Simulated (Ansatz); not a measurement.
# HfB2: pressure against volume, part 2 of 2

Aim: scale the cell of HfB2 up and down at fixed shape and fractional positions, and get the equilibrium volume and bulk modulus with LAPW, PAW and all-electron datasets made for the crystal.

Ansatz 0.2.0; DFT PBE; a database cell (COD). «Crystal datasets» are all-electron PAW datasets made for this crystal.

### Step 9. Volume × 1.02, PAW

File input.yaml:

```yaml
crystal:
  lattice:
    - [3.1607954092, 0.0, 0.0]
    - [-1.5803977046, 2.7373291205, 0.0]
    - [0.0, 0.0, 3.5030470293]
  atoms:
    - { symbol: Hf, position: [0.0, 0.0, 0.0] }
    - { symbol: B, position: [0.3333333333, 0.6666666667, 0.5] }
    - { symbol: B, position: [0.6666666667, 0.3333333333, 0.5] }
kpoints:
  mp_grid: { grid: [13, 13, 11] }
scf:
  occupations: { method: fermi_dirac, width: 0.05 }
hamiltonian:
  xc: pbe
  pseudopotentials: { kind: paw }
output:
  forces: true
  stress: true
  eigenvalues: true
  efg: { contact_densities: true }
  write_density: true
  write_potential: true
  elf: true
  volumetric_format: npy
```

The run is started by

```
ansatz run input.yaml --threads 1 --pin off --max-ram 6144MiB --backend cpu --events-out ev --progress --plain --runs-dir out
```

What it wrote (excerpt; [...] marks lines left out):

```text
Hf: output.efg is read without spin–orbit coupling, which moves field gradients at and beside such atoms by some per cent and up to a factor of two; PAW files take it under magnetization.noncollinear and magnetization.spin_orbit
[...]
Pseudopotentials: kind: paw
Pseudopotential: Hf, paw, valence charge 26, recommended cutoff 420 eV (normal)
Pseudopotential: B, paw, valence charge 3, recommended cutoff 420 eV (normal)
Functional definition: PBE
[...]
Crystal: 3 atoms, lattice volume = 30.309 Å³
Basis set: ecut = 420 eV, 563 PW (Γ), exchange–correlation on 48×48×48 points (8 copies of the dense FFT grid, shifted against one another)
Bands: 20, of which v1, the nominal top of the filled ones, is band 16 counted from 1 (15 counted from 0)
Symmetry: 24 space group operations
Space group: P6/mmm (ITA 191), of the structure as read, at distance tolerance 3.1e-5 Å
k-points: 126 of 1859
[...]
       -3.720402      -0.000000       0.000000
        0.000000      -3.720402       0.000000
        0.000000       0.000000      -3.118277
  P = ⅓ Tr σ = -3.5197 GPa (-35.197 kbar)
--- PAW observables at the nuclei: V_zz in 10²¹ V/m², potentials from the cell's mean, atoms counted from 1 ---
  atom   1  Hf V_zz =   +10.444173   η = 0.0000   by run symmetry: allowed
            electrostatic potential = -14183.827190 V   contact ρ = 7528545.027046 e/Å³
  atom   2  B  V_zz =    +0.043325   η = 0.0000   by run symmetry: allowed
            electrostatic potential = -335.651203 V   contact ρ = 485.935825 e/Å³
  atom   3  B  V_zz =    +0.043325   η = 0.0000   by run symmetry: allowed
            electrostatic potential = -335.651203 V   contact ρ = 485.935825 e/Å³
--- Band table (eV; the first three rows and the last of 126) ---
  k-point 0: bands = ["-41.7505", "-10.6038", "-10.1438", "-10.1438", "6.4671", "8.2705", "8.2923", "8.3010", "8.3010", "8.3052", "8.3052", "8.3953", "17.1421", "17.2333", "17.2333", "17.3558", "24.0123", "24.0123", "24.6327", "24.6327"]
[...]
```

Run time: 4.9 s. Hardware: 1 thread of Intel Xeon Platinum 8488C (Sapphire Rapids), shared host; peak memory 0.49 GiB.

Read from it: pressure -3.52 GPa; no gap; Vzz Hf1 10.44 (η = 0.00), B2 0.04 (η = 0.00) (10²¹ V/m²).

### Step 10. Volume × 1.02, crystal datasets

input.yaml: that of step 9 with these lines changed.

```diff
@@ -15,3 +15,3 @@
   xc: pbe
-  pseudopotentials: { kind: paw }
+  pseudopotentials: { kind: all_electron, datasets: crystal }
 output:
@@ -21,5 +21 @@
   efg: { contact_densities: true }
-  write_density: true
-  write_potential: true
-  elf: true
-  volumetric_format: npy
```

The run is started by

```
ansatz run input.yaml --threads 1 --pin off --max-ram 6144MiB --backend cpu --events-out ev --progress --plain --runs-dir out
```

What it wrote (excerpt; [...] marks lines left out):

```text
[...]
Hf: output.efg is read without spin–orbit coupling, which moves field gradients at and beside such atoms by some per cent and up to a factor of two; PAW files take it under magnetization.noncollinear and magnetization.spin_orbit
[...]
[... 4 set-up lines as earlier in the session ...]
[...]
Crystal: 3 atoms, lattice volume = 30.309 Å³
Basis set: ecut = 400 eV, 563 PW (Γ), exchange–correlation on 48×48×48 points (8 copies of the dense FFT grid, shifted against one another)
Bands: 20, of which v1, the nominal top of the filled ones, is band 16 counted from 1 (15 counted from 0)
[... 1 set-up line as earlier in the session ...]
[...]
       -3.667120      -0.000000       0.000000
        0.000000      -3.667120       0.000000
        0.000000       0.000000      -2.983270
  P = ⅓ Tr σ = -3.4392 GPa (-34.392 kbar)
--- PAW observables at the nuclei: V_zz in 10²¹ V/m², potentials from the cell's mean, atoms counted from 1 ---
  atom   1  Hf V_zz =   +10.797176   η = 0.0000   by run symmetry: allowed
            electrostatic potential = -14183.825749 V   contact ρ = 7525140.460976 e/Å³
  atom   2  B  V_zz =    +0.068786   η = 0.0000   by run symmetry: allowed
            electrostatic potential = -335.710330 V   contact ρ = 485.957852 e/Å³
  atom   3  B  V_zz =    +0.068786   η = 0.0000   by run symmetry: allowed
            electrostatic potential = -335.710330 V   contact ρ = 485.957852 e/Å³
--- Band table (eV; the first three rows and the last of 126) ---
  k-point 0: bands = ["-41.3716", "-10.2195", "-9.7638", "-9.7638", "6.8501", "8.6531", "8.6701", "8.6831", "8.6831", "8.6860", "8.6860", "8.7730", "17.5235", "17.6121", "17.6121", "17.7380", "24.3964", "24.3964"]
[...]
```

Wall time 21 s (1 thread of Intel Xeon Platinum 8488C (Sapphire Rapids), shared host); peak memory 0.72 GiB.

Read from it: pressure -3.44 GPa; no gap; Vzz Hf1 10.80 (η = 0.00), B2 0.07 (η = 0.00) (10²¹ V/m²).

### Step 11. Volume × 1.06, LAPW

File input.yaml:

```yaml
crystal:
  lattice:
    - [3.2015843649, 0.0, 0.0]
    - [-1.6007921825, 2.7726533923, 0.0]
    - [0.0, 0.0, 3.548252622]
  atoms:
    - { symbol: Hf, position: [0.0, 0.0, 0.0] }
    - { symbol: B, position: [0.3333333333, 0.6666666667, 0.5] }
    - { symbol: B, position: [0.6666666667, 0.3333333333, 0.5] }
kpoints:
  mp_grid: { grid: [13, 13, 11] }
  band_path:
    path:
      - [0.0, 0.0, 0.0]
      - [0.5, 0.0, 0.0]
      - [0.3333333333, 0.3333333333, 0.0]
      - [0.0, 0.0, 0.0]
      - [0.0, 0.0, 0.5]
      - [0.5, 0.0, 0.5]
      - [0.3333333333, 0.3333333333, 0.5]
      - [0.0, 0.0, 0.5]
      - [0.5, 0.0, 0.5]
    npoints: 5
scf:
  occupations: { method: fermi_dirac, width: 0.05 }
hamiltonian:
  xc: pbe
  pseudopotentials: { kind: all_electron, lapw: { basis_error: 0.0005 } }
output:
  forces: true
  stress: true
  eigenvalues: true
```

The run is started by

```
ansatz run input.yaml --threads 1 --pin off --max-ram 6144MiB --backend cpu --events-out ev --progress --plain --runs-dir out
```

What it wrote (excerpt; [...] marks lines left out):

```text
LAPW: plane waves up to 8.913 Å⁻¹, error target 5.0e-4 eV per atom; small_component_spin mean_spin; B in spheres of 0.924 Å, 5 of its electrons in bands, Dirac shells []; Hf in spheres of 1.410 Å, 42 of its electrons in bands, Dirac shells []
[...]
[... 4 set-up lines as earlier in the session ...]
[...]
Crystal: 3 atoms, lattice volume = 31.497 Å³
Basis set: ecut = 302.67201595563625 eV, 389 PW (Γ), exchange–correlation at level 2
Bands: 32, of which v1, the nominal top of the filled ones, is band 26 counted from 1 (25 counted from 0)
[... 1 set-up line as earlier in the session ...]
Space group: P6/mmm (ITA 191), of the structure as read, at distance tolerance 3.2e-5 Å
k-points: 126 of 1859
[...]
the basis was enlarged: its passes take 423.5 KiB over the memory plan, 1 of 1 planned eigensolver slots
[...]
SCF iter   9: F=-411605.587491 eV  HF=-411605.587491 eV  |F-HF|=2.33e-9  |Δ(HF+E_count)|=   1.37e-7  Δρ=1.17e-5  dr2=3.91e-8  ethr=1.38e-9  ⟨swp⟩=2.3  Hψ=11524  notcnv=0
[...]
NSCF: frozen V_eff on 41 k-points
SCF converged after 9 iterations
Free energy (F): -411605.587491 eV
[...]
E sigma→0 (E₀):  -411605.586581 eV
Entropy (-TS):   -0.001819 eV (-0.606 meV/atom)
Fermi energy:    19.791412 eV
[...]
--- Forces (eV/Å), atoms counted from 1 ---
  atom   1  Hf     0.00000000     0.00000000     0.00000000
  atom   2  B      0.00000000    -0.00000000     0.00000000
  atom   3  B     -0.00000000     0.00000000     0.00000000
[...]
--- Stress (GPa, compression-positive) ---
      -12.475241       0.000000      -0.000000
        0.000000     -12.475241      -0.000000
       -0.000000      -0.000000     -10.663903
  P = ⅓ Tr σ = -11.8715 GPa (-118.715 kbar)
--- Band table (eV; the first three rows and the last of 126) ---
[...]
```

Wall time 26 s (1 thread of Intel Xeon Platinum 8488C (Sapphire Rapids), shared host); peak memory 0.57 GiB.

This run gives: pressure -11.87 GPa; no gap.

### Step 12. Volume × 1.06, PAW

File input.yaml:

```yaml
crystal:
  lattice:
    - [3.2015843649, 0.0, 0.0]
    - [-1.6007921825, 2.7726533923, 0.0]
    - [0.0, 0.0, 3.548252622]
  atoms:
    - { symbol: Hf, position: [0.0, 0.0, 0.0] }
    - { symbol: B, position: [0.3333333333, 0.6666666667, 0.5] }
    - { symbol: B, position: [0.6666666667, 0.3333333333, 0.5] }
kpoints:
  mp_grid: { grid: [13, 13, 11] }
scf:
  occupations: { method: fermi_dirac, width: 0.05 }
hamiltonian:
  xc: pbe
  pseudopotentials: { kind: paw }
output:
  forces: true
  stress: true
  eigenvalues: true
  efg: { contact_densities: true }
  write_density: true
  write_potential: true
  elf: true
  volumetric_format: npy
```

The run is started by

```
ansatz run input.yaml --threads 1 --pin off --max-ram 6144MiB --backend cpu --events-out ev --progress --plain --runs-dir out
```

What it wrote (excerpt; [...] marks lines left out):

```text
Hf: output.efg is read without spin–orbit coupling, which moves field gradients at and beside such atoms by some per cent and up to a factor of two; PAW files take it under magnetization.noncollinear and magnetization.spin_orbit
[...]
[... 4 set-up lines as earlier in the session ...]
[...]
Crystal: 3 atoms, lattice volume = 31.497 Å³
Basis set: ecut = 420 eV, 599 PW (Γ), exchange–correlation on 48×48×48 points (8 copies of the dense FFT grid, shifted against one another)
Bands: 20, of which v1, the nominal top of the filled ones, is band 16 counted from 1 (15 counted from 0)
[... 2 set-up lines as earlier in the session ...]
k-points: 126 of 1859
[...]
      -12.523799       0.000000      -0.000000
        0.000000     -12.523799      -0.000000
       -0.000000      -0.000000     -10.783975
  P = ⅓ Tr σ = -11.9439 GPa (-119.439 kbar)
--- PAW observables at the nuclei: V_zz in 10²¹ V/m², potentials from the cell's mean, atoms counted from 1 ---
  atom   1  Hf V_zz =   +10.270727   η = 0.0000   by run symmetry: allowed
            electrostatic potential = -14182.876269 V   contact ρ = 7528538.430033 e/Å³
  atom   2  B  V_zz =    +0.044938   η = 0.0000   by run symmetry: allowed
            electrostatic potential = -334.659286 V   contact ρ = 485.882461 e/Å³
  atom   3  B  V_zz =    +0.044938   η = 0.0000   by run symmetry: allowed
            electrostatic potential = -334.659286 V   contact ρ = 485.882461 e/Å³
--- Band table (eV; the first three rows and the last of 126) ---
  k-point 0: bands = ["-42.6587", "-11.4827", "-11.0656", "-11.0656", "5.9175", "7.3557", "7.3795", "7.3826", "7.3826", "7.3876", "7.3876", "7.4703", "16.4642", "16.5414", "16.5414", "16.5773", "23.0593", "23.0593", "23.6645", "23.6645"]
[...]
```

It took 5.4 s on 1 thread of Intel Xeon Platinum 8488C (Sapphire Rapids), shared host; peak memory 0.48 GiB.

Result: pressure -11.94 GPa; no gap; Vzz Hf1 10.27 (η = 0.00), B2 0.04 (η = 0.00) (10²¹ V/m²).

### Step 13. Volume × 1.06, crystal datasets

input.yaml: that of step 12 with these lines changed.

```diff
@@ -15,3 +15,3 @@
   xc: pbe
-  pseudopotentials: { kind: paw }
+  pseudopotentials: { kind: all_electron, datasets: crystal }
 output:
@@ -21,5 +21 @@
   efg: { contact_densities: true }
-  write_density: true
-  write_potential: true
-  elf: true
-  volumetric_format: npy
```

The run is started by

```
ansatz run input.yaml --threads 1 --pin off --max-ram 6144MiB --backend cpu --events-out ev --progress --plain --runs-dir out
```

What it wrote (excerpt; [...] marks lines left out):

```text
[...]
Hf: output.efg is read without spin–orbit coupling, which moves field gradients at and beside such atoms by some per cent and up to a factor of two; PAW files take it under magnetization.noncollinear and magnetization.spin_orbit
[...]
[... 4 set-up lines as earlier in the session ...]
[...]
Crystal: 3 atoms, lattice volume = 31.497 Å³
Basis set: ecut = 400 eV, 563 PW (Γ), exchange–correlation on 48×48×48 points (8 copies of the dense FFT grid, shifted against one another)
Bands: 20, of which v1, the nominal top of the filled ones, is band 16 counted from 1 (15 counted from 0)
[... 1 set-up line as earlier in the session ...]
[...]
      -12.475830      -0.000000      -0.000000
       -0.000000     -12.475830      -0.000000
       -0.000000      -0.000000     -10.663232
  P = ⅓ Tr σ = -11.8716 GPa (-118.716 kbar)
--- PAW observables at the nuclei: V_zz in 10²¹ V/m², potentials from the cell's mean, atoms counted from 1 ---
  atom   1  Hf V_zz =   +10.572430   η = 0.0000   by run symmetry: allowed
            electrostatic potential = -14182.867389 V   contact ρ = 7525133.914853 e/Å³
  atom   2  B  V_zz =    +0.068944   η = 0.0000   by run symmetry: allowed
            electrostatic potential = -334.737560 V   contact ρ = 485.904472 e/Å³
  atom   3  B  V_zz =    +0.068944   η = 0.0000   by run symmetry: allowed
            electrostatic potential = -334.737560 V   contact ρ = 485.904472 e/Å³
--- Band table (eV; the first three rows and the last of 126) ---
  k-point 0: bands = ["-42.2953", "-11.1136", "-10.7008", "-10.7008", "6.2854", "7.7215", "7.7408", "7.7480", "7.7480", "7.7517", "7.7517", "7.8314", "16.8306", "16.9054", "16.9054", "16.9441", "23.4281", "23.4281"]
[...]
```

Wall time 21 s (1 thread of Intel Xeon Platinum 8488C (Sapphire Rapids), shared host); peak memory 0.72 GiB.

In short: pressure -11.87 GPa; no gap; Vzz Hf1 10.57 (η = 0.00), B2 0.07 (η = 0.00) (10²¹ V/m²).

### Step 14. The equation of state

| method | volume (Å³/atom) | F above the lowest (meV/atom) | pressure (GPa) | Vzz Hf1 (10²¹ V/m²) | Vzz B2 (10²¹ V/m²) |
| --- | --- | --- | --- | --- | --- |
| LAPW | 9.509 | 15.7 | 12.70 | – | – |
| LAPW | 9.806 | 0.4 | 4.04 | – | – |
| LAPW | 10.103 | 0.0 | -3.44 | – | – |
| LAPW | 10.499 | 19.3 | -11.87 | – | – |
| PAW | 9.509 | 15.4 | 12.60 | 10.70 | 0.04 |
| PAW | 9.806 | 0.2 | 3.96 | 10.58 | 0.04 |
| PAW | 10.103 | 0.0 | -3.52 | 10.44 | 0.04 |
| PAW | 10.499 | 19.5 | -11.94 | 10.27 | 0.04 |
| crystal datasets | 9.509 | – | 12.70 | 11.15 | 0.07 |
| crystal datasets | 9.806 | – | 4.04 | 10.98 | 0.07 |
| crystal datasets | 10.103 | – | -3.44 | 10.80 | 0.07 |
| crystal datasets | 10.499 | – | -11.87 | 10.57 | 0.07 |

### Step 15. What came out

The summary covers parts 1 to 2.

| quantity | value |
| --- | --- |
| equilibrium volume (LAPW) | 9.961 Å³/atom |
| bulk modulus (LAPW) | 250 GPa |
| its pressure derivative (LAPW) | 3.9 |
| equilibrium volume (PAW) | 9.958 Å³/atom |
| bulk modulus (PAW) | 250 GPa |
| its pressure derivative (PAW) | 3.9 |
| equilibrium volume (crystal datasets) | 9.961 Å³/atom |
| bulk modulus (crystal datasets) | 250 GPa |
| its pressure derivative (crystal datasets) | 3.9 |

By LAPW, the pressure vanishes at 9.96 Å³/atom (+0.6 % from the starting cell) and the bulk modulus there is 250 GPa (Birch-Murnaghan, third order). Shape and positions are held, so a fully relaxed modulus can be lower. PAW's volume lies -0.03 % and its modulus less than 0.1 % from LAPW's. No thermal or zero-point expansion is included. Spin-orbit coupling is left out, though the cell holds Hf; in elements this heavy it can shift bands and gaps by tenths of an eV.
